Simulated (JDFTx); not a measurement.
## SnSe under changes of volume

One of the cells (27.271 Å³/atom); the others are scaled copies at fixed shape and fractional positions:

```
CELL_PARAMETERS angstrom
0.00000 3.01000 3.01000
3.01000 0.00000 3.01000
3.01000 3.01000 0.00000
ATOMIC_POSITIONS crystal
Sn 0.00000 0.00000 0.00000
Se 0.50000 0.50000 0.50000
```

Measurements of this composition are mostly on another form, of space group No. 62.

* Program: JDFTx 1.7.0 (patched build)
* Functional: r2SCAN
* Potentials or basis: SG15-PBE-1.2 with smoothed tails
* Cutoff: 1088 eV
* Density cutoff: 8708 eV
* k mesh: 6 × 6 × 6
* Occupations: fermi-dirac, width 0.05 eV
* Spin: no spin polarisation

```tsv
volume (Å³/atom)	energy over the lowest point (meV/atom)	pressure (GPa)	gap on the mesh (eV)
25.635	7.92	2.4	0.55
26.180	1.85	1.1	0.46
26.725	0.00	0.0	0.36
27.271	2.02	-1.1	0.28
27.816	?	?	?
28.362	15.87	-2.8	0.12
28.907	26.85	-3.6	0.04
```

**Question.** What does the run at 27.816 Å³/atom give?

**Answer.** Energy over the lowest point 7.46 meV/atom; pressure -2.0 GPa; gap on the mesh 0.19 eV.

Worked out: A Birch-Murnaghan fit of order 3 (a polynomial in V^(-2/3)) to the other rows has its minimum at 26.70 Å³/atom with B0 = V·E''(V) = 55 GPa and B' = 5.0. It gives 7.44 meV/atom at 27.816 Å³/atom, against the run's 7.46, and -dE/dV = -2.0 GPa, against -2.0.

Energies are extrapolated to zero smearing.

Caveats: the potentials were made for another functional, which shifts forces and pressure; spin-orbit coupling is left out, which moves the levels of the heavy elements.

A mesh can miss the band edges.
